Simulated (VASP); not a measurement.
# AlN: single point with PBEsol

**The experiment to reproduce.**

“Self-assembly of well-separated AlN nanowires directly on sputtered metallic TiN films”, 2019, arxiv:1910.07391 quotes, for a bulk crystal of AlN at 10 K: band gap 6.034 eV (an exciton energy, a little under the gap).

The system is AlN.

```
CELL_PARAMETERS angstrom
3.11300 0.00000 0.00000
-1.55650 2.69594 0.00000
0.00000 0.00000 4.98100
ATOMIC_POSITIONS crystal
Al 0.66667 0.33333 0.50000
Al 0.33333 0.66667 0.00000
N 0.66667 0.33333 0.88000
N 0.33333 0.66667 0.38000
```

- Program: VASP 6.6.1
- Task: single point
- Functional: PBEsol
- Potentials or basis: VASP PAW PBE potentials, release 64 (Al, N)
- Cutoff: 500 eV
- k mesh: 10 × 10 × 6
- Occupations: gaussian, width 0.1 eV
- Spin: no spin polarisation
- Further INCAR settings: ALGO = Normal; EDIFF = 1e-07; NBANDS = 16

* Pressure: 0.2 GPa
* Largest force: 0.132 eV/Å
* Band gap on the k mesh: 4.15 eV, direct

Forces in eV/Å, atoms in the order of the input:
```
Al   0.000  0.000 -0.132
Al   0.000  0.000 -0.132
N    0.000  0.000  0.132
N    0.000  0.000  0.132
```

Stress tensor (GPa, compression positive):
```
-0.32  0.00  0.00
 0.00 -0.32  0.00
 0.00  0.00  1.18
```

Levels at points of the mesh, in eV from the valence-band top:
```
           k point  band 5  band 6  band 7  band 8  band 9  band 10  band 11  band 12
(0.00, 0.00, 0.00)   -0.84   -0.18   -0.18    0.00    4.15     6.58    10.51    11.06
(0.50, 0.00, 0.00)   -3.36   -2.08   -1.80   -0.66    5.69     5.69     8.11    10.20
(0.00, 0.00, 0.50)   -0.52   -0.52   -0.52   -0.52    6.39     6.39    10.24    10.24
(0.50, 0.00, 0.50)   -1.45   -1.45   -1.36   -1.36    5.20     5.20     9.17     9.17
```

Run time: 24 s on 1 thread of Intel(R) Xeon(R) Platinum 8375C CPU @ 2.90GHz (Ice Lake), on a shared host, peak memory 0.16 GiB.

Measured gap of AlN: 6.034 eV (an exciton energy, a little under the gap; 10 K; quoted in “Self-assembly of well-separated AlN nanowires directly on sputtered metallic TiN films”, 2019, arxiv:1910.07391). This calculation gives 4.15 eV (-1.88 eV). 2 values of this kind are on record (6.034 to 6.0343 eV); this one was drawn at random. The value is that of PBEsol on a finite k mesh, which can miss the band edges, without temperature or zero-point motion. Semilocal functionals fall short of measured gaps as a rule.

Caveat: the PAW data sets were made with another functional, which shifts forces and pressure a little.
